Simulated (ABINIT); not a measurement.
# Ti (P6_3/mmc) in ABINIT: a series of runs, part 2 of 2

ABINIT 10.8.3 (patched build). Earlier steps stand in the parts before.

**4. Single point, PBEsol**

run.abi

```
# Pseudopotentials
pp_dirpath "./"
pseudos "Ti.upf"

# Structure
acell 3*1.0 Angstrom
rprim
     2.9500000000     0.0000000000     0.0000000000
    -1.4750000000     2.5547749412     0.0000000000
     0.0000000000     0.0000000000     4.6800000000
ntypat 1
znucl 22
natom 2
typat 1 1
xred
     0.6666666667     0.3333333333     0.7500000000
     0.3333333333     0.6666666667     0.2500000000

# Plane-wave basis
ecut 38.0

# k points
kptopt 1
ngkpt 8 8 4
nshiftk 1
shiftk 0.0 0.0 0.0

# Exchange and correlation
ixc -116133

# Bands and occupations
nband 16
occopt 3
tsmear 0.05 eV

# SCF cycle
nstep 100
tolvrs 1.0e-10

# Output
iomode 3
prtwf 0
prtden 0
prteig 0
prtebands 0
```

Potentials or basis: PseudoDojo NC SR PBEsol v0.4.1 standard.

On the command line:

```
$ mpirun --bind-to none -np 4 abinit run.abi > log 2>&1
```

run.abo:

```text
.Version 10.8.3 of ABINIT
 Symmetries : space group P6_3/m m c (#194); Bravais hP (primitive hexag.)
================================================================================
 Values of the parameters that define the memory need of the present run
     intxc =       0    ionmov =       0      iscf =       7    lmnmax =       6
     lnmax =       6     mgfft =      50  mpssoang =       3    mqgrid =    3001
     natom =       2  nloc_mem =       1    nspden =       1   nspinor =       1
    nsppol =       1      nsym =      24    n1xccc =    2501    ntypat =       1
    occopt =       3   xclevel =       2
       mpw =        2689          nfft =       51200          nkpt =          30
================================================================================
================================================================================

--------------------------------------------------------------------------------
------------- Echo of variables that govern the present computation ------------
--------------------------------------------------------------------------------
 -outvars: echo values of preprocessed input variables --------
            acell      1.8897261259E+00  1.8897261259E+00  1.8897261259E+00 Bohr
              amu      4.78800000E+01
             ecut      3.80000000E+01 Hartree
              ixc     -116133
         kptrlatt        8    0    0      0    8    0      0    0    4
          kptrlen      3.53756731E+01
            natom           2
            nband          16
            ngfft          32      32      50
             nkpt          30
            nstep         100
             nsym          24
           ntypat           1
           occopt           3
           prtden           0
        prtebands           0
           prteig           0
            prtwf           0
            rprim      2.9500000000E+00  0.0000000000E+00  0.0000000000E+00
                      -1.4750000000E+00  2.5547749412E+00  0.0000000000E+00
                       0.0000000000E+00  0.0000000000E+00  4.6800000000E+00
          spgroup         194
           tolvrs      1.00000000E-10
           tsmear      1.83746611E-03 Hartree
            typat      1  1
           xangst      1.4750000000E+00  8.5159164707E-01  3.5100000000E+00
[... 122 lines left out ...]
    2       0.000000000000     -0.000000000000      0.000000000000

 cartesian coordinates (angstrom) at end:
    1      1.47500000000000     0.85159164706667     3.51000000000000
    2      0.00000000000000     1.70318329413333     1.17000000000000

 cartesian forces (hartree/bohr) at end:
    1     -0.00000000000000    -0.00000000000000    -0.00000000000000
    2      0.00000000000000     0.00000000000000    -0.00000000000000
 frms,max,avg= 1.6100412E-29 2.4150618E-29   0.000E+00  0.000E+00  0.000E+00 h/b

 cartesian forces (eV/Angstrom) at end:
    1     -0.00000000000000    -0.00000000000000    -0.00000000000000
    2      0.00000000000000     0.00000000000000    -0.00000000000000
 frms,max,avg= 8.2791649E-28 1.2418747E-27   0.000E+00  0.000E+00  0.000E+00 e/A
 length scales=  1.889726125908  1.889726125908  1.889726125908 bohr
              =  1.000000000000  1.000000000000  1.000000000000 angstroms
 Fermi (or HOMO) energy (hartree) =   0.35572   Average Vxc (hartree)=  -0.42841
 Eigenvalues (hartree) for nkpt=  30  k points:
 kpt#   1, nband= 16, wtk=  0.00391, kpt=  0.0000  0.0000  0.0000 (reduced coord)
  -1.72552   -1.72069   -0.86901   -0.84621   -0.84621   -0.84382   -0.84264   -0.84264
   0.12874    0.25772    0.38141    0.38379    0.38379    0.38778    0.40181    0.40226
      occupation numbers for kpt#   1
   2.00000    2.00000    2.00000    2.00000    2.00000    2.00000    2.00000    2.00000
   2.00000    2.00000    0.00000    0.00000    0.00000    0.00000    0.00000    0.00000
 prteigrs : prtvol=0 or 1, do not print more k-points.

--- !EnergyTerms
iteration_state     : {dtset: 1, }
comment             : Components of total free energy in Hartree
kinetic             :  4.68433688224502E+01
hartree             :  2.43469299162078E+01
xc                  : -1.72523129756069E+01
Ewald energy        : -8.45410389379691E+01
psp_core            :  2.97838711121941E+00
local_psp           : -9.19046057650246E+01
non_local_psp       :  9.28640034851462E-01
internal            : -1.18600631793872E+02
'-kT*entropy'       : -4.41476733040976E-04
total_energy        : -1.18601073270605E+02
total_energy_eV     : -3.22729961395432E+03
band_energy         : -1.47786153480921E+01
...

 Cartesian components of stress tensor (hartree/bohr^3)
  sigma(1 1)=  1.96829099E-04  sigma(3 2)=  0.00000000E+00
  sigma(2 2)=  1.96829099E-04  sigma(3 1)=  0.00000000E+00
  sigma(3 3)=  2.25339622E-04  sigma(2 1)=  0.00000000E+00

-Cartesian components of stress tensor (GPa)         [Pressure= -6.0705E+00 GPa]
- sigma(1 1)=  5.79091203E+00  sigma(3 2)=  0.00000000E+00
- sigma(2 2)=  5.79091202E+00  sigma(3 1)=  0.00000000E+00
- sigma(3 3)=  6.62972058E+00  sigma(2 1)=  0.00000000E+00

== END DATASET(S) ==============================================================
================================================================================

 -outvars: echo values of variables after computation  --------
            acell      1.8897261259E+00  1.8897261259E+00  1.8897261259E+00 Bohr
           etotal     -1.1860107327E+02
            fcart     -2.4150618444E-29 -1.3943366059E-29 -0.0000000000E+00
                       2.4150618444E-29  1.3943366059E-29 -0.0000000000E+00
            rprim      2.9500000000E+00  0.0000000000E+00  0.0000000000E+00
                      -1.4750000000E+00  2.5547749412E+00  0.0000000000E+00
                       0.0000000000E+00  0.0000000000E+00  4.6800000000E+00
           strten      1.9682909917E-04  1.9682909882E-04  2.2533962239E-04
                       0.0000000000E+00  0.0000000000E+00  0.0000000000E+00
           xangst      1.4750000000E+00  8.5159164707E-01  3.5100000000E+00
                       9.5680578601E-18  1.7031832941E+00  1.1700000000E+00
             xred      6.6666666667E-01  3.3333333333E-01  7.5000000000E-01
                       3.3333333333E-01  6.6666666667E-01  2.5000000000E-01
 Calculation completed.
```

It took 17 s on 4 MPI ranks of Intel Xeon Platinum 8488C (Sapphire Rapids), shared host; peak memory 0.28 GiB.

Results:

| Property | Result |
| --- | --- |
| Free energy | -3227.2996 eV |
| Pressure | -6.1 GPa |
| Band gap on the k mesh | none (metal or under the smearing width) |
| Valence electrons inside the program's atomic spheres | Ti 9.50 (radii [1.0584] Å) |

**5. Single point, PBE**

run.abi

```
# Pseudopotentials
pp_dirpath "./"
pseudos "Ti_ONCV_PBE-1.2.upf"

# Structure
acell 5.5746920676 5.5746920677 8.8439182632
rprim
     1.0000000000     0.0000000000     0.0000000000
    -0.5000000000     0.8660254038     0.0000000000
     0.0000000000     0.0000000000     1.0000000000
ntypat 1
znucl 22
natom 2
typat 1 1
xred
     0.6666666667     0.3333333333     0.7500000000
     0.3333333333     0.6666666667     0.2500000000

# Plane-wave basis
ecut 22.0

# k points
kptopt 1
ngkpt 8 8 4
nshiftk 1
shiftk 0.0 0.0 0.0

# Exchange and correlation
ixc 11

# Bands and occupations
nband 16
occopt 3
tsmear 0.00183747

# SCF cycle
nstep 100
tolvrs 1.0e-10

# Output
iomode 3
prtwf 0
prtden 0
prteig 0
prtebands 0
enunit 1
```

Potentials or basis: SG15 NC PBE v1.2.

On the command line:

```
$ abinit run.abi > log 2>&1
```

It took 18 s on 1 thread of Arm Neoverse V1, shared host; peak memory 0.06 GiB.

It converged, with:

```
Free energy                                           : -3139.8354 eV
Band gap on the k mesh                                : none (metal or under the smearing width)
Valence electrons inside the program's atomic spheres : Ti 9.49 (radii [1.0584] Å)
```

Levels at points of the mesh, in eV from the Fermi level:
```csv
k point,band 9,band 10,band 11,band 12,band 13,band 14,band 15,band 16
"(0.00, 0.00, 0.00)",-6.17,-2.66,0.68,0.77,0.77,0.87,1.26,1.35
"(0.50, 0.00, 0.00)",-2.34,-2.13,-1.82,-0.66,0.48,0.60,1.15,3.51
"(0.00, 0.00, 0.50)",-4.34,-4.34,0.07,0.07,0.67,0.67,0.67,0.67
"(0.50, 0.00, 0.50)",-2.52,-2.52,-0.81,-0.81,1.27,1.27,1.71,1.71
```

Caveat: the cutoff is too short for stress, so the log's stress isn't used.

**6. Summary**

```csv
task,level,potentials or basis,cell,cutoff (eV),cell freedom (optcell),optimiser (ionmov),cutoff smearing ecutsm (Ha),force stop (Ha/bohr),fine-grid cutoff,gap on the mesh (eV),pressure (GPa)
relaxation of cell and atoms,LDA,JTH PAW LDA v2.0,relaxed,408,2,2,0.5,2e-05,816.342 eV,none,0.0
single point,LDA,JTH PAW LDA v2.0,cell relaxed,408,-,-,-,-,816.342 eV,none,0.0
single point,PBEsol,PseudoDojo NC SR PBEsol v0.4.1 standard,as given,1034,-,-,-,-,-,none,-6.1
single point,PBE,SG15 NC PBE v1.2,as given,599,-,-,-,-,-,none,-
```

Alike in all rows: no spin polarisation; k mesh 8 × 8 × 4; smearing fermi-dirac 0.05 eV.

Absolute energies hang on the potentials; compare differences alone.
